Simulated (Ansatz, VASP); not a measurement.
# CdS: VASP beside Ansatz

```
CELL_PARAMETERS angstrom
4.81244 0.00000 0.00000
0.00000 4.38660 0.00000
0.00000 0.00000 26.74295
ATOMIC_POSITIONS crystal
Cd 0.50000 0.00000 0.31399
S 0.50000 0.50000 0.28430
```

Alike in both runs: functional PBE; k mesh 4 × 4 × 1; occupations gaussian, width 0.1 eV; no spin polarisation.

Ansatz relaxed the structure, and its values are those at the end. VASP's run is a single point on that final structure, the one shown.

|  | VASP | Ansatz |
| --- | --- | --- |
| version | VASP 6.6.1 | Ansatz 0.2.0 |
| potentials or method | VASP PAW PBE potentials, release 64 (Cd, S) | scalar-relativistic, plane waves, PAW |
| plane-wave cutoff (eV) | 520 | 420 |
| valence electrons in the cell | 18 | 26 |

VASP gave:

```
gap on the k mesh at the Fermi level (eV) : 1.46
least direct gap on the mesh (eV)         : 2.14
rms of the force components (eV/Å)        : 0.031
```

Problem. What did Ansatz give for the same quantities?

Solution. gap on the k mesh at the Fermi level (eV): 1.45; least direct gap on the mesh (eV): 2.13; rms of the force components (eV/Å): 0.003.

The two sets of potentials don't hold the same shells in valence. Ansatz warned: «slab_cell_height_set».
